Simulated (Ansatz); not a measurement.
# Co (Fm-3m) in Ansatz: reference runs

How does Co come out in PBE? The cell is run as given and disturbed.

Program: Ansatz 0.2.0. These are calculated values, not measurements. Logs are shortened: lines on timing, memory, paths and dates and some standing lists are left out, and cuts for length are marked.

## 1. The crystal as given

Symmetry: Fm-3m, No. 225, cubic system. Conventional cell: a = 3.513 Å, b = 3.513 Å, c = 3.513 Å, α = 90.00°, β = 90.00°, γ = 90.00°. Around Co (site symmetry m-3m) lie 12 Co at 2.48 Å.

This isn't the form of Co at room conditions, which is hcp.

## 2. Single point, PBE, collinear spin, ferromagnetic start

Contents of input.yaml:

```yaml
crystal:
  lattice:
    - [0.0, 1.7566572351, 1.7566572351]
    - [1.7566572351, 0.0, 1.7566572351]
    - [1.7566572351, 1.7566572351, 0.0]
  atoms:
    - { symbol: Co, position: [0.0, 0.0, 0.0], spin: 2.0 }
kpoints:
  mp_grid: { grid: [13, 13, 13] }
scf:
  occupations: { method: fermi_dirac, width: 0.05 }
hamiltonian:
  xc: pbe
  pseudopotentials: { kind: all_electron, lapw: { basis_error: 0.001 } }
magnetization:
  spin_polarized: true
output:
  forces: true
  stress: true
  eigenvalues: true
  populations: true
```

Potentials or basis: all-electron LAPW, scalar-relativistic.

On the command line:

```bash
ansatz run input.yaml --threads 2 --pin off --max-ram 5120MiB --backend cpu --events-out ev --progress --plain --runs-dir out
```

Output:

```text
Warning: RAYON_NUM_THREADS=2 ignored (pool sized by the plan → 2); use --threads N
Co: projections on atomic orbitals take those of the free atom 1s2 2s2 2p6 3s2 3p6 3d7 4s2, of charge +0.00 (hamiltonian.pseudopotentials.projection_atoms)
LAPW: plane waves up to 9.015 Å⁻¹, error target 1.0e-3 eV per atom; small_component_spin mean_spin; Co in spheres of 1.242 Å, 17 of its electrons in bands, Dirac shells [] (how accurate: hamiltonian.pseudopotentials.lapw.basis_error, Limitations)
Engine: ansatz 0.2.0, x86_64-unknown-linux-gnu
Pseudopotentials: kind: all_electron
Pseudopotential: Co, LAPW, valence charge 17, lapw/all_electron/scalar/gaussian/Co, Koelling and Harmon's equation, gaussian nucleus
Functional definition: PBE
  parameter kappa = 0.804
  parameter beta = 0.06672455060314922
  exchange = pbe_x(kappa = kappa, mu = beta*pi^2/3)
  correlation = pbe_c(beta = beta)
Crystal: 1 atoms, lattice volume = 10.842 Å³
Basis set: ecut = 309.64296803064303 eV, 137 PW (Γ), exchange–correlation at level 2
Bands: 14, of which v1, the nominal top of the filled ones, is band 9 counted from 1 (8 counted from 0)
Symmetry: 48 space group operations
Space group: Fm-3m (ITA 225), of the structure as read, at distance tolerance 2.2e-5 Å
Magnetic group: BNS 225.116 (UNI 1618), of the structure as read, at distance tolerance 2.2e-5 Å
k-points: 84 of 2197
Non-local potential: Co, projectors of the file, none
Initial density: superposition of atomic densities (chi_scale 0.1, normalization cell)
Starting moments: Σ|m| = 2 μB on 1 of 1 site
Initial wavefunctions: plane waves of lowest kinetic energy (no species holds an atomic orbital)
Functional: x = pbe(κ = 0.804, μ = 0.2195149727645171), c = pbe(β = 0.06672455060314922)
iter 1 solved again at ethr=2.22e-5 eV; its pass at ethr=1.00e-1 eV (dr2=3.77e-3 eV) is discarded
SCF iter   1: F=—  HF=-37917.508666 eV  |F-HF|=—  |Δ(HF+E_count)|=         —  Δρ=1.74e-2 (↑1.69e-2 ↓1.74e-2)  dr2=3.84e-3  dr2_m=2.74e-2  M=1.643 μB ∫|m|=1.704 μB  β_m=0.30  ethr=2.22e-5  ⟨swp⟩=3.7  Hψ=18621  notcnv=0
Mixer restart at iter 1: flushing history
preconditioner: auto → none  [metal: Δε(μ)=0.022 eV  Ē_g=16.080 eV  σ=0.050 eV  W_gap=0.11  n_scr=0 (ndim 8)  ℏωp=33.8 eV  f_vac=0.000  D(μ)=1.10/eV (n_scr^D=14)]
SCF iter   2: F=—  HF=-37917.537891 eV  |F-HF|=—  |Δ(HF+E_count)|=   2.92e-2  Δρ=1.23e-2 (↑1.18e-2 ↓1.23e-2)  dr2=1.83e-3  dr2_m=1.37e-2  M=1.640 μB ∫|m|=1.719 μB  β_m=0.47  ethr=2.22e-5  ⟨swp⟩=2.0  Hψ=6462  notcnv=0
SCF iter   3: F=—  HF=-37917.567064 eV  |F-HF|=—  |Δ(HF+E_count)|=   2.92e-2  Δρ=4.45e-3 (↑3.85e-3 ↓4.45e-3)  dr2=3.51e-4  dr2_m=1.51e-3  M=1.638 μB ∫|m|=1.749 μB  β_m=0.46  ethr=1.08e-5  ⟨swp⟩=3.0  Hψ=7257  notcnv=0
iter 4 solved again at ethr=1.50e-7 eV; its pass at ethr=2.07e-6 eV (dr2=2.56e-5 eV) is discarded
SCF iter   4: F=—  HF=-37917.572192 eV  |F-HF|=—  |Δ(HF+E_count)|=   5.13e-3  Δρ=1.62e-3 (↑1.32e-3 ↓1.62e-3)  dr2=2.56e-5  dr2_m=2.02e-4  M=1.636 μB ∫|m|=1.764 μB  β_m=0.73  ethr=1.50e-7  ⟨swp⟩=2.0  Hψ=11044  notcnv=0
SCF iter   5: F=—  HF=-37917.574137 eV  |F-HF|=—  |Δ(HF+E_count)|=         —  Δρ=2.67e-4 (↑1.37e-4 ↓2.67e-4)  dr2=1.61e-6  dr2_m=3.53e-6  M=1.637 μB ∫|m|=1.780 μB  β_m=0.73  ethr=1.50e-7  ⟨swp⟩=3.0  Hψ=7041  notcnv=0
the basis was enlarged: its passes take 670.4 KiB over the memory plan, 2 of 2 planned eigensolver slots
SCF iter   6: F=—  HF=-37917.574208 eV  |F-HF|=—  |Δ(HF+E_count)|=   7.10e-5  Δρ=3.24e-5 (↑1.61e-5 ↓3.24e-5)  dr2=6.55e-8  dr2_m=2.79e-8  M=1.637 μB ∫|m|=1.783 μB  β_m=0.87  ethr=9.46e-9  ⟨swp⟩=3.0  Hψ=6907  notcnv=0
SCF iter   7: F=—  HF=-37917.574211 eV  |F-HF|=—  |Δ(HF+E_count)|=   3.37e-6  Δρ=6.59e-6 (↑4.51e-6 ↓6.59e-6)  dr2=3.15e-10  dr2_m=2.80e-9  M=1.637 μB ∫|m|=1.783 μB  β_m=0.93  ethr=3.86e-10  ⟨swp⟩=3.0  Hψ=6454  notcnv=0
SCF iter   8: F=-37917.574211 eV  HF=-37917.574211 eV  |F-HF|=1.22e-9  |Δ(HF+E_count)|=   2.53e-7  Δρ=1.19e-6 (↑7.95e-7 ↓1.19e-6)  dr2=1.19e-10  dr2_m=3.58e-11  M=1.637 μB ∫|m|=1.783 μB  ethr=1.85e-12  ⟨swp⟩=3.6  Hψ=7684  notcnv=0
SCF 1 converged in 8 iterations: F = -37917.574211 eV  dr2 = 1.19e-10
SCF converged after 8 iterations
Magnetization: 1.6370 μB (9.3185 up, 7.6815 down)
Absolute magnetization: 1.7827 μB (∫|ρ↑−ρ↓|)
Spin contamination: 0.0253 ħ² per cell (⟨S²⟩ above its minimum at these occupations)
Per-site moments (μB) at R_I (Å): [(1.6860956233858637, 1.2421442246502232)]
Free energy (F): -37917.574211 eV
Harris-Foulkes:  -37917.574211 eV  (|F-HF|=1.22e-9)
Internal energy: -37917.565852 eV  (E = F + TS)
E sigma→0 (E₀):  -37917.570032 eV
Entropy (-TS):   -0.008359 eV (-8.359 meV/atom)
Fermi energy:    19.215783 eV
--- Per-component energies (eV) ---
  E_band       = -237.024831
  E_kinetic    = 38481.849423
  E_xc         = -1624.854600
  E_electrostatic = -74774.560674  (all electrons and nuclei)
  E_smearing   = -0.008359  (= −TS)
  E_closure    = 0.000000  (closes the sum)
  E_atoms      = -37909.289263  (free atoms, spherical and without spin; not in F)
  Σ components = -37917.574211   (vs F -37917.574211, Δ=0.00e0)
  Basis errors (estimates in eV, not in F): energy 2.1e-4 per atom: plane waves 1.9e-4 (9.4e-5 summed), levels above the bands 1.6e-208, relativity 1.2e-8, radial functions 2.8e-5, core shells 1.5e-9; eigenvalues (radial functions only) 3.7e-6; not estimated: angular momenta, meshes, grids; target (lapw.basis_error) 1.0e-3; muffin-tin radii Co 1.242 Å
--- Forces (eV/Å), atoms counted from 1 ---
  atom   1  Co     0.00000000    -0.00000000    -0.00000000
  max |Σ_I F_I| component: 1.97e-31 eV/Å
--- Stress (GPa, compression-positive) ---
        0.995720       0.000000       0.000000
        0.000000       0.995720      -0.000000
        0.000000      -0.000000       0.995720
  P = ⅓ Tr σ = 0.9957 GPa (9.957 kbar)
--- Band table (eV; the first three rows and the last of 168) ---
  k-point 0 ↑: bands = ["-76.9717", "-40.0426", "-40.0426", "-40.0426", "10.0687", "16.4771", "16.4771", "16.4771", "17.5215", "17.5215", "41.9724", "46.3905", "46.3905", "46.3905"]
  k-point 1 ↑: bands = ["-76.9686", "-40.0612", "-40.0452", "-40.0452", "10.3038", "16.4109", "16.5332", "16.5332", "17.4984", "17.4984", "41.3667", "44.1678", "45.9784", "45.9784"]
  k-point 2 ↑: bands = ["-76.9600", "-40.1126", "-40.0524", "-40.0524", "10.9838", "16.2531", "16.6473", "16.6473", "17.4823", "17.4823", "38.4338", "43.0098", "45.2856", "45.2856"]
  k-point 83 ↓: bands = ["-74.8167", "-38.2507", "-38.2216", "-38.1331", "16.1104", "16.8509", "17.1896", "19.3967", "20.4824", "26.3837", "28.3021", "30.4439", "31.5850", "48.1612"]
--- Löwdin populations: 1 site ---
  site symbol       q [e]    m [muB]
     0     Co     26.7794     1.6995
  spilling = 0.008169 (of n_electrons = 27.000000)
```

Run time: 6.5 s. Hardware: 2 threads of Intel Xeon Platinum 8488C (Sapphire Rapids), shared host; peak memory 0.4 GiB.

Results:

```
Free energy            : -37917.5742 eV
Pressure               : 1.0 GPa
Band gap on the k mesh : none (metal or under the smearing width)
Net moment             : 1.64 μB per cell
Absolute moment        : 1.78 μB per cell
Site moments           : Co +1.69 μB
```

## 3. Single point, PBE, collinear spin, ferromagnetic start (cell strained at random at fixed volume)

input.yaml: that of step 2 with these lines changed.

```diff
@@ -2,7 +2,7 @@
   lattice:
-    - [0.0, 1.7566572351, 1.7566572351]
-    - [1.7566572351, 0.0, 1.7566572351]
-    - [1.7566572351, 1.7566572351, 0.0]
+    - [0.003281, 1.756574, 1.803932]
+    - [1.767041, 0.030176, 1.777037]
+    - [1.768335, 1.730973, 0.028883]
   atoms:
-    - { symbol: Co, position: [0.0, 0.0, 0.0], spin: 2.0 }
+    - { symbol: Co, position: [-0.011915, 0.01716, -0.003286], spin: 2.0 }
 kpoints:
```

Potentials or basis: all-electron LAPW, scalar-relativistic.

On the command line:

```bash
ansatz run input.yaml --threads 2 --pin off --max-ram 5120MiB --backend cpu --events-out ev --progress --plain --runs-dir out
```

Run time: 66 s. Hardware: 2 threads of Intel Xeon Platinum 8488C (Sapphire Rapids), shared host; peak memory 1.4 GiB.

It converged, with:

```
Free energy            : -37917.5669 eV
Pressure               : 1.2 GPa
Band gap on the k mesh : none (metal or under the smearing width)
Net moment             : 1.64 μB per cell
Absolute moment        : 1.78 μB per cell
Site moments           : Co +1.69 μB
```

Stress tensor (GPa, compression positive):
```
 0.44 -0.41 -0.17
-0.41  3.48 -5.02
-0.17 -5.02 -0.21
```

Levels at points of the mesh, in eV from the Fermi level:
Spin up:
```
           k point  band 7  band 8  band 9  band 10  band 11  band 12
(0.00, 0.00, 0.00)   -2.79   -2.57   -1.76    -1.63    22.69    26.44
```
Spin down:
```csv
k point,band 5,band 6,band 7,band 8,band 9,band 10,band 11,band 12
"(0.00, 0.00, 0.00)",-9.13,-1.33,-1.23,-0.96,0.22,0.42,22.38,26.57
```
